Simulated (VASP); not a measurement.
# Li15O8 (a cell with a defect) in VASP: further runs

One crystal, Li15O8 (a cell with a defect), is run at these levels: PBE; tasks: single point.

Program: VASP 6.6.1. These are calculated values, not measurements. Logs are shortened: lines on timing, memory, paths and dates and some standing lists are left out, and cuts for length are marked.

## 1. Starting point

The cell holds a defect, 23 atoms: a = 6.542 Å, b = 6.542 Å, c = 6.542 Å, α = 60.00°, β = 60.00°, γ = 60.00°.

## 2. Single point, PBE

INCAR reads:

```
PREC = Accurate ; ENCUT = 520
EDIFF = 1E-6 ; ISMEAR = 0
SIGMA = 0.02 ; LREAL = Auto
LASPH = T ; NELM = 100
ALGO = Normal ; ISIF = 2
LWAVE = F ; LCHARG = F
GGA = PE ; NELECT = 94.0
NBANDS = 64
```

KPOINTS reads:

```
Automatic mesh
0
Gamma
  2 2 2
```

POSCAR reads:

```
Li15O8
1.0
    0.0000000000      4.6260507768      4.6260507768
    4.6260507768      0.0000000000      4.6260507768
    4.6260507768      4.6260507768      0.0000000000
Li O
15 8
Direct
    0.1472332520      0.1472332520      0.1027668141
    0.1250000331      0.1250000331      0.6249999491
    0.1472332520      0.6027667301      0.1027668141
    0.1472333601      0.6027666220      0.6472332762
    0.6027667301      0.1472332520      0.1027668141
    0.6027666220      0.1472333601      0.6472332762
    0.6249999491      0.6249999491      0.1250000331
    0.6027667301      0.6027667301      0.6472331681
    0.3779140317      0.3779140317      0.3720859504
    0.3779140317      0.8720858665      0.3720859504
    0.3779140317      0.8720858665      0.8779141639
    0.8720858665      0.3779140317      0.3720859504
    0.8720858665      0.3779140317      0.8779141639
    0.8750000152      0.8750000152      0.3749998830
    0.8720859745      0.8720859745      0.8779140558
    0.5053047649     -0.0159145465      0.0053048488
    0.4946355132      0.0017881343      0.5017882665
    0.5053048729      0.5053048729      0.0053047407
    0.5053048729      0.5053048729      0.4840854777
    0.0017881343      0.0017881343     -0.0053644029
    0.0017881343      0.0017881343      0.5017882665
   -0.0159145465      0.5053047649      0.0053048488
    0.0017881343      0.4946355132      0.5017882665
```

Potentials or basis: VASP PAW PBE potentials, release 64 (Li_sv, O).

Launch:

```
$ cat potpaw_PBE.64/Li_sv/POTCAR potpaw_PBE.64/O/POTCAR > POTCAR
$ mpirun -np 1 vasp_std > vasp.out
```

OUTCAR:

```text
PREC = Accurate
   ENCUT = 520
   EDIFF = 1E-6
   ISMEAR = 0
   LREAL = Auto
   LASPH = T
   NELM = 100
   ISIF = 2
   GGA = PE
   NELECT = 94.0

 ion  position               nearest neighbor table
   1  0.147  0.147  0.103-  16 1.93  22 1.93  21 2.14  20 2.14  10 2.32  12 2.32  11 2.32  13 2.32
                            14 2.52
   2  0.125  0.125  0.625-  17 1.97  23 1.97  21 1.97  20 1.97   9 2.34  15 2.34  12 2.34  10 2.34
                            13 2.34  11 2.34
   3  0.147  0.603  0.103-  18 1.93  22 1.93  20 2.14  23 2.14   9 2.32  11 2.32  15 2.32  12 2.32
                            14 2.52
   4  0.147  0.603  0.647-  19 1.93  22 1.93  23 2.14  21 2.14   9 2.32  10 2.32  13 2.32  15 2.32
                            14 2.52
   5  0.603  0.147  0.103-  18 1.93  16 1.93  20 2.14  17 2.14   9 2.32  13 2.32  15 2.32  10 2.32
                            14 2.52
   6  0.603  0.147  0.647-  19 1.93  16 1.93  17 2.14  21 2.14   9 2.32  12 2.32  11 2.32  15 2.32
                            14 2.52
   7  0.625  0.625  0.125-  19 1.92  18 1.92  16 1.92  22 1.92  11 2.29  13 2.29  12 2.29  10 2.29
                             9 2.29  15 2.29
   8  0.603  0.603  0.647-  19 1.93  18 1.93  17 2.14  23 2.14  10 2.32  12 2.32  11 2.32  13 2.32
                            14 2.52
   9  0.378  0.378  0.372-  19 1.96  18 1.96  17 2.01  23 2.01   7 2.29   5 2.32   3 2.32   6 2.32
                             4 2.32   2 2.34
  10  0.378  0.872  0.372-  19 1.96  16 1.96  21 2.01  17 2.01   7 2.29   8 2.32   1 2.32   4 2.32
                             5 2.32   2 2.34
  11  0.378  0.872  0.878-  18 1.96  16 1.96  17 2.01  20 2.01   7 2.29   3 2.32   1 2.32   6 2.32
                             8 2.32   2 2.34
  12  0.872  0.378  0.372-  19 1.96  22 1.96  21 2.01  23 2.01   7 2.29   8 2.32   1 2.32   6 2.32
                             3 2.32   2 2.34
  13  0.872  0.378  0.878-  18 1.96  22 1.96  23 2.01  20 2.01   7 2.29   5 2.32   1 2.32   4 2.32
                             8 2.32   2 2.34
  14  0.875  0.875  0.375-  20 2.03  17 2.03  23 2.03  21 2.03   3 2.52   5 2.52   1 2.52   8 2.52
                             6 2.52   4 2.52
  15  0.872  0.872  0.878-  16 1.96  22 1.96  21 2.01  20 2.01   7 2.29   5 2.32   3 2.32   6 2.32
                             4 2.32   2 2.34
  16  0.505  0.984  0.005-   7 1.92   1 1.93   6 1.93   5 1.93  11 1.96  10 1.96  15 1.96
  17  0.495  0.002  0.502-   2 1.97  11 2.01   9 2.01  10 2.01  14 2.03   6 2.14   8 2.14   5 2.14

  18  0.505  0.505  0.005-   7 1.92   8 1.93   3 1.93   5 1.93  11 1.96  13 1.96   9 1.96
  19  0.505  0.505  0.484-   7 1.92   8 1.93   4 1.93   6 1.93  10 1.96  12 1.96   9 1.96
  20  0.002  0.002  0.995-   2 1.97  15 2.01  13 2.01  11 2.01  14 2.03   3 2.14   5 2.14   1 2.14

  21  0.002  0.002  0.502-   2 1.97  15 2.01  12 2.01  10 2.01  14 2.03   1 2.14   4 2.14   6 2.14

  22  0.984  0.505  0.005-   7 1.92   1 1.93   4 1.93   3 1.93  13 1.96  12 1.96  15 1.96
  23  0.002  0.495  0.502-   2 1.97  13 2.01   9 2.01  12 2.01  14 2.03   4 2.14   8 2.14   3 2.14

  LATTYP: Found a face centered cubic cell.
 ALAT       =     9.2521015536

  Lattice vectors:

 A1 = (   0.0000000000,   4.6260507768,   4.6260507768)
 A2 = (   4.6260507768,   0.0000000000,   4.6260507768)
 A3 = (   4.6260507768,   4.6260507768,   0.0000000000)

Analysis of symmetry for initial positions (statically):
=====================================================================
 Subroutine PRICEL returns:
 Original cell was already a primitive cell.

 Routine SETGRP: Setting up the symmetry group for a
 face centered cubic supercell.

 Subroutine GETGRP returns: Found 24 space group operations
 (whereof  6 operations were pure point group operations)
 out of a pool of 48 trial point group operations.

The static configuration has the point symmetry C_3v.
 The point group associated with its full space group is T_d .

Analysis of symmetry for dynamics (positions and initial velocities):
=====================================================================
 Subroutine PRICEL returns:
 Original cell was already a primitive cell.

 Routine SETGRP: Setting up the symmetry group for a
 face centered cubic supercell.

 Subroutine GETGRP returns: Found 24 space group operations
 (whereof  6 operations were pure point group operations)
 out of a pool of 48 trial point group operations.

The dynamic configuration has the point symmetry C_3v.
 The point group associated with its full space group is T_d .

 Subroutine INISYM returns: Found 24 space group operations
 (whereof  6 operations are pure point group operations),
 and found     1 'primitive' translations

----------------------------------------------------------------------------------------

                                     Primitive cell

  volume of cell :     197.9982

  direct lattice vectors                    reciprocal lattice vectors
     0.000000000  4.626050777  4.626050777    -0.108083552  0.108083552  0.108083552
     4.626050777  0.000000000  4.626050777     0.108083552 -0.108083552  0.108083552
     4.626050777  4.626050777  0.000000000     0.108083552  0.108083552 -0.108083552

  length of vectors
     6.542223749  6.542223749  6.542223749     0.187206204  0.187206204  0.187206204

  position of ions in fractional coordinates (direct lattice)
     0.147233252  0.147233252  0.102766814
     0.125000033  0.125000033  0.624999949
     0.147233252  0.602766730  0.102766814
     0.147233360  0.602766622  0.647233276
     0.602766730  0.147233252  0.102766814
     0.602766622  0.147233360  0.647233276
[... 15 lines left out ...]
     0.984085454  0.505304765  0.005304849
     0.001788134  0.494635513  0.501788267

  ion indices of the primitive-cell ions
   primitive index   ion index
                 1           1
                 2           2
                 3           3
                 4           4
                 5           5
                 6           6
[... 15 lines left out ...]
                22          22
                23          23

----------------------------------------------------------------------------------------

 KPOINTS: Automatic mesh

Automatic generation of k-mesh.
 Grid dimensions read from file:
 generate k-points for:    2    2    2

 Generating k-lattice:

  Cartesian coordinates                     Fractional coordinates (reciprocal lattice)
    -0.054041776  0.054041776  0.054041776     0.500000000  0.000000000  0.000000000
     0.054041776 -0.054041776  0.054041776     0.000000000  0.500000000  0.000000000
     0.054041776  0.054041776 -0.054041776     0.000000000  0.000000000  0.500000000

  Length of vectors
     0.093603102  0.093603102  0.093603102

  Shift w.r.t. Gamma in fractional coordinates (k-lattice)
     0.000000000  0.000000000  0.000000000

 Subroutine IBZKPT returns following result:
 ===========================================

 Found      3 irreducible k-points:

 Following reciprocal coordinates:
            Coordinates               Weight
  0.000000  0.000000  0.000000      1.000000
  0.500000  0.000000  0.000000      4.000000
  0.500000  0.500000  0.000000      3.000000
   k-points           NKPTS =      3   k-points in BZ     NKDIM =      3   number of bands    NBANDS=     64
   number of dos      NEDOS =    301   number of ions     NIONS =     23
   total plane-waves  NPLWV = 125000
   dimension x,y,z NGX =    50 NGY =   50 NGZ =   50
   dimension x,y,z NGXF=   100 NGYF=  100 NGZF=  100
   ions per type =              15   8
   NGX,Y,Z   is equivalent  to a cutoff of  12.71, 12.71, 12.71 a.u.
   NGXF,Y,Z  is equivalent  to a cutoff of  25.41, 25.41, 25.41 a.u.
 SYSTEM =  unknown system
   PREC   = accura    normal or accurate (medium, high low for compatibility)
   ISTART =      0    job   : 0-new  1-cont  2-samecut
   ICHARG =      2    charge: 1-file 2-atom 10-const
   ISPIN  =      1    spin polarized calculation?
   LNONCOLLINEAR =      F non collinear calculations
   LSORBIT =      F    spin-orbit coupling
   LASPH  =      T    aspherical Exc in radial PAW
   ENCUT  =  520.0 eV  38.22 Ry    6.18 a.u.  12.16 12.16 12.16*2*pi/ulx,y,z
   NELM   =    100;   NELMIN=  2; NELMDL= -5     # of ELM steps
   EDIFF  = 0.1E-05   stopping-criterion for ELM
   LREAL  =      T    real-space projection
   EDIFFG = 0.1E-04   stopping-criterion for IOM
   NSW    =      0    number of steps for IOM
   IBRION =     -1    ionic relax: 0-MD 1-quasi-New 2-CG
   NFREE  =      0    steps in history (QN), initial steepest desc. (CG)
   ISIF   =      2    stress and relaxation
   ISYM   =      2    0-nonsym 1-usesym 2-fastsym
   POTIM  = 0.5000    time-step for ionic-motion
   TEBEG  =    0.0;   TEEND  =   0.0 temperature during run
   PSTRESS=    0.0 pullay stress
   NELECT =      94.0000    total number of electrons
   NUPDOWN=      -1.0000    fix difference up-down
   EMIN   =  10.00;   EMAX   =-10.00  energy-range for DOS
   EFERMI =   0.00;   METHOD = LEGACY
   ISMEAR =     0;   SIGMA  =   0.02  broadening in eV -4-tet -1-fermi 0-gaus
   EFERMI_NEDOS =   21; number of points for ismear=-14 and -15
   IALGO  =     38    algorithm
   IMIX   =      4    mixing-type and parameters
     AMIX     =   0.40;   BMIX     =  1.00
     AMIX_MAG =   1.60;   BMIX_MAG =  1.00
  volume/ion in A,a.u.               =       8.61        58.09
  Fermi-wavevector in a.u.,A,eV,Ry     =   1.277116  2.413400 22.191450  1.631026
  Thomas-Fermi vector in A             =   2.409734
   LORBIT       =      0    0 simple, 1 ext, 2 COOP (PROOUT), +10 PAW based schemes
   GGA     = PE    functional components
   LHFCALC =     F    Hartree Fock is set to
   AEXX    =    0.0000 exact exchange contribution
   IVDW    =     0    specifies the selected vdW correction
   LEPSILON=     F    determine dielectric tensor
   LRPA    =     F    only Hartree local field effects (RPA)
 non-spin polarized calculation
 Gauss-broadening in eV      SIGMA  =   0.02
  energy-cutoff  :      520.00
  volume of cell :      198.00
 maximum number of plane-waves:      5346
 NGX is ok and might be reduce to    50
   NGX = 25   NGY = 25   NGZ = 25

 number of electron      94.0000003 magnetization

 Free energy of the ion-electron system (eV)
  ---------------------------------------------------
  ext. energy  EPLUGINS =         0.00000000
  ---------------------------------------------------
  free energy    TOTEN  =      -108.33907144 eV

  energy without entropy =     -108.33907144  energy(sigma->0) =     -108.33907144

 E-fermi :   1.3120     XC(G=0):  -9.6431

 val. band max:        1.1040520016   @ k =   0.0000   0.0000   0.0000
 cond. band min:       6.1483367943   @ k =   0.0000   0.0000   0.0000
 fundamental gap:      5.0442847927
 Fermi energy:         1.3119604873

 k-point     1 :       0.0000    0.0000    0.0000
  band No.  band energies     occupation
      1     -42.0382      2.00000
      2     -41.9607      2.00000
      3     -41.9607      2.00000
      4     -41.9420      2.00000
      5     -41.9420      2.00000
      6     -41.9420      2.00000
[... 51 lines left out ...]
     58      10.7644      0.00000
     59      10.7902      0.00000

 k-point     2 :       0.5000    0.0000    0.0000
  band No.  band energies     occupation
      1     -42.0001      2.00000
      2     -41.9960      2.00000
      3     -41.9554      2.00000
      4     -41.9554      2.00000
      5     -41.9509      2.00000
      6     -41.9509      2.00000
[... 51 lines left out ...]
     58      12.1720      0.00000
     59      12.3921      0.00000

 k-point     3 :       0.5000    0.5000    0.0000
  band No.  band energies     occupation
      1     -41.9939      2.00000
      2     -41.9926      2.00000
      3     -41.9679      2.00000
      4     -41.9679      2.00000
      5     -41.9439      2.00000
      6     -41.9355      2.00000
[... 51 lines left out ...]
     58      11.1229      0.00000
     59      11.8135      0.00000
 [bands above 59 left out]

------------------------ aborting loop because EDIFF is reached ----------------------------------------

  FORCE on cell =-STRESS in cart. coord.  units (eV):
  Direction    XX          YY          ZZ          XY          YZ          ZX
  --------------------------------------------------------------------------------------
  -------------------------------------------------------------------------------------
  Total        5.1087390      5.1087390      5.1087390     -0.0000000      0.0000000      0.0000000
  in kB       41.3392995     41.3392995     41.3392995     -0.0000000      0.0000000      0.0000000
  external PRESSURE =      41.3392995 kB  Pullay stress =       0.0000000 kB

 VOLUME and BASIS-vectors are now :
 -----------------------------------------------------------------------------
  energy-cutoff  :      520.00
  volume of cell :      198.00
      direct lattice vectors                 reciprocal lattice vectors
     0.000000000  4.626050777  4.626050777    -0.108083552  0.108083552  0.108083552
     4.626050777  0.000000000  4.626050777     0.108083552 -0.108083552  0.108083552
     4.626050777  4.626050777  0.000000000     0.108083552  0.108083552 -0.108083552

 POSITION                                       TOTAL-FORCE (eV/Angst)
 -----------------------------------------------------------------------------------
      1.15651      1.15651      1.36222        -0.000000     -0.000000     -0.020271
      3.46954      3.46954      1.15651        -0.000000     -0.000000     -0.000000
      3.26383      1.15651      3.46954         0.020271     -0.000000     -0.000000
      5.78256      3.67524      3.46954        -0.000000     -0.020271     -0.000000
      1.15651      3.26383      3.46954        -0.000000      0.020271     -0.000000
      3.67524      5.78256      3.46954        -0.020271     -0.000000     -0.000000
[... 15 lines left out ...]
      2.36211      4.57697      6.88999        -0.004535      0.004535      0.004535
      4.60951      2.32957      2.29648        -0.002991      0.002991     -0.002991
 -----------------------------------------------------------------------------------
    total drift:                                0.001990      0.001990     -0.000683

  FREE ENERGIE OF THE ION-ELECTRON SYSTEM (eV)
  ---------------------------------------------------
  free  energy   TOTEN  =      -108.3390714384 eV

  energy  without entropy=     -108.3390714384  energy(sigma->0) =     -108.33907144
```

Run time: 1.9 min. Hardware: 1 thread of Intel Xeon Platinum 8259CL at 2.50GHz (Skylake/Cascade Lake), shared host; peak memory 0.32 GiB.

What came out:

```
Free energy            : -108.3391 eV
Largest force          : 0.020 eV/Å
Band gap on the k mesh : 5.04 eV, direct
```

Forces on the atoms (eV/Å):
```
Li   0.000  0.000 -0.020
Li   0.000  0.000  0.000
Li   0.020  0.000  0.000
Li   0.000 -0.020  0.000
Li   0.000  0.020  0.000
Li  -0.020  0.000  0.000
Li   0.000  0.000  0.000
Li   0.000  0.000  0.020
Li   0.000  0.000 -0.014
Li   0.014  0.000  0.000
Li   0.000 -0.014  0.000
Li   0.000  0.014  0.000
Li  -0.014  0.000  0.000
Li   0.000  0.000  0.000
Li   0.000  0.000  0.014
O    0.005 -0.005  0.005
O    0.003 -0.003 -0.003
O   -0.005 -0.005 -0.005
O    0.005  0.005 -0.005
O   -0.003 -0.003  0.003
O    0.003  0.003  0.003
O   -0.005  0.005  0.005
O   -0.003  0.003 -0.003
```

Levels at points of the mesh, in eV from the valence-band top:
```csv
k point,band 44,band 45,band 46,band 47,band 48,band 49,band 50,band 51
"(0.00, 0.00, 0.00)",-0.33,0.00,0.00,0.00,5.04,5.05,5.05,5.05
"(0.50, 0.00, 0.00)",-0.24,-0.24,-0.16,-0.16,6.38,6.51,6.66,6.73
"(0.50, 0.50, 0.00)",-0.53,-0.41,-0.34,-0.34,5.95,6.08,7.12,7.12
```

Caveat: the k mesh is coarse (spacing up to 0.59 Å⁻¹), so the values aren't converged; the cell carries a net charge on a neutralising background, which shifts energy and pressure; the cell is charged against a uniform background, so pressure and absolute levels hang on convention; the cutoff is under 1.25 times the usual one of these potentials, so pressure, stress and relaxed cells hold a basis-set (Pulay) error. PBE gaps usually lie below the measured ones, often by a third to a half.

[end of part 1 of 2]
